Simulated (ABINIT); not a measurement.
# GaN (P6_3mc): changed settings of a GW run in ABINIT

What do changed inputs do to GW on GaN (P6_3mc)?

Program: ABINIT 10.8.3. Level of theory: PBE and many-body steps on it, plane waves. Results are calculated unless marked as measured.

Report form: the programs' logs are mostly left out.

The database entry behind the starting cell differs from later determinations by our own check (about 0.3 % short, ideal inner coordinate), so it need not match the best structure at ambient conditions.

**1. The starting structure**

Symmetry: P6_3mc, No. 186, hexagonal system. Conventional cell: a = 3.180 Å, b = 3.180 Å, c = 5.166 Å, α = 90.00°, β = 90.00°, γ = 120.00°. Nearest to Ga lie 4 N at 1.94 to 1.95 Å. Nearest to N lie 4 Ga at 1.94 to 1.95 Å. Farther neighbours and most contacts between anions are not listed.

The cell and positions come from the Crystallography Open Database and are kept as given unless a step says otherwise.

**2. Screening, 6×6×4 mesh, 80 bands, screening to 152.4 eV**

This step: ABINIT 10.8.3; RPA screening on PBE, plane waves, norm-conserving pseudopotentials.

The RPA dielectric matrix is built and inverted for each q.

The input, run.abi:

```
acell 3*1.0 Angstrom
rprim 
  3.179999999980 0.000000000005 0.000000000000
  -1.589999999994 2.753960784015 0.000000000000
  0.000000000000 0.000000000000 5.166000000000
ntypat 2
znucl 31 7
natom 4
typat 1 1 2 2
xred 
  0.333333333333 0.666666666667 0.000000000000
  0.666666666667 0.333333333333 0.500000000000
  0.333333333333 0.666666666667 0.375000000000
  0.666666666667 0.333333333333 0.875000000000
pp_dirpath "pseudos"
pseudos "Ga.upf, N.upf"
ecut 36
ngkpt 6 6 4
nshiftk 1
shiftk 0 0 0
kptopt 1
chksymbreak 0
istwfk *1
occopt 1
irdwfk 1
optdriver 3
nband 80
ecuteps 5.6
inclvkb 2
awtr 1
symchi 1
indata_prefix "in"
outdata_prefix "out"
tmpdata_prefix "tmp"
```

Launch:

```console
$ OMP_NUM_THREADS=1 mpirun -n 4 abinit run.abi > log
```

Run time: 2.3 min. Hardware: 4 MPI ranks of Arm Neoverse V1, shared host; peak memory 1.2 GiB; 9.4 min of CPU time.

This step gave:

```
ε∞ with local fields, on this mesh, along the program's q direction : 5.774
the same without local fields                                       : 6.215
plasma frequency                                                    : 33.12 eV
plane waves in the screening matrix                                 : 197
```

Local fields lower ε∞ by 7 %.

**3. Base**

The self-energy is evaluated for the states that the input lists, and the levels follow from it, in one-shot runs by the linearised quasiparticle equation.

This step: G0W0 on PBE, plane waves, norm-conserving pseudopotentials.

Changes to run.abi since step 2:

```diff
@@ -25,8 +25,15 @@
 irdwfk 1
-optdriver 3
+optdriver 4
 nband 80
+gwcalctyp 0
+ecutsigx 36
+symsigma 1
+nkptgw 1
+kptgw 
+  0.0000000000 0.0000000000 0.0000000000
+bdgw 
+  17 20
 ecuteps 5.6
-inclvkb 2
-awtr 1
-symchi 1
+irdscr 1
+ppmodel 1
 indata_prefix "in"
```

Wall time 6.3 s (4 MPI ranks); peak memory 0.97 GiB.

This step gave:

```yaml
g0w0_gap_on_the_points_computed: 2.301 eV
starting_gap_on_the_mesh: 2.006 eV
k_of_the_valence_top: 0, 0, 0
k_of_the_conduction_bottom: 0, 0, 0
z_at_the_valence_top: 0.798
z_at_the_conduction_bottom: 0.822
least_direct_g0w0_gap_on_the_computed_points: 2.301 eV
```

The gap on the mesh goes from 2.01 eV to 2.30 eV, a correction of +0.30 eV.

**4. Coulomb singularity**

Changes to run.abi since step 3:

```diff
@@ -38,2 +38,3 @@
 ppmodel 1
+gw_icutcoul 3
 indata_prefix "in"
```

It took 6.4 s on 4 MPI ranks; peak memory 0.97 GiB; 25 s of CPU time.

Numbers from this step:

- G0W0 gap on the points computed: 2.260 eV
- starting gap on the mesh: 2.006 eV
- k of the valence top: 0, 0, 0
- k of the conduction bottom: 0, 0, 0
- Z at the valence top: 0.802
- Z at the conduction bottom: 0.826
- least direct G0W0 gap on the computed points: 2.260 eV

Against G0W0 in ABINIT (6×6×4 mesh, 80 bands, screening to 152.4 eV, Godby-Needs plasmon pole), the gap moves by −0.041 eV.

**5. The runs together**

Times are wall times on 4 MPI ranks of Arm Neoverse V1, shared host, good to a factor of about two. A run's time includes the screening step that it read.

```
                run   mesh  bands  screening cutoff (eV)  DFT gap (eV)  gap on the mesh (eV)  direct (eV)  ε∞ used     time
               base  6×6×4     80                  152.4         2.006                 2.301        2.301     5.77  2.4 min
Coulomb singularity  6×6×4     80                  152.4         2.006                 2.260        2.260     5.77  2.4 min
```

**6. Results**

```
base                : 2.301 eV
Coulomb singularity : 2.260 eV
known limits        : not at the basis limit; exchange with frozen shells missing; no spin-orbit coupling
```

In words: Coulomb singularity: −0.041 eV against base (keys changed: gw_icutcoul). Bands and cutoff are finite, so the gap is not at the basis limit. The miss can reach some tenths of an eV and take either sign; the mesh is an error of its own. In the G0W0 runs levels were corrected at 1 k point alone, so a gap called «on the mesh» is the least over those, and an edge elsewhere would be missed. The norm-conserving file of at least one element keeps a d shell over frozen s and p shells of the same row. Exchange with those shells is missing from the self-energy, an error of 0.3 to 0.9 eV in cases checked, whose sign depends on which edge lies on those atoms. The many-body steps are scalar-relativistic: spin-orbit coupling is not in them.

[Paths, hosts, dates, memory and timing lines, banners, echoed tables and standing remarks are left out of the program output.]

[Logs are printed without paths, hosts, clocks, repeated set-up lines and the standing remarks that a program may print on its own settings, such as how far it seeks lower states.]

[Runs of the session that timed out or met a known fault of the program may be left out.]

[Hosts, paths, dates, database ids (printed as entryN), source tags and the programs' standing remarks are cut or masked in the printed files.]

[G0W0 gaps are taken among the corrected bands and points alone; a level outside them can change the order at an edge.]

[Where Ansatz stands beside ABINIT at settings called matched, ABINIT's density can come from a denser mesh and the files from another edition; pairs whose starting gaps differed by over 0.03 eV were left out, so agreement reads better than it is.]
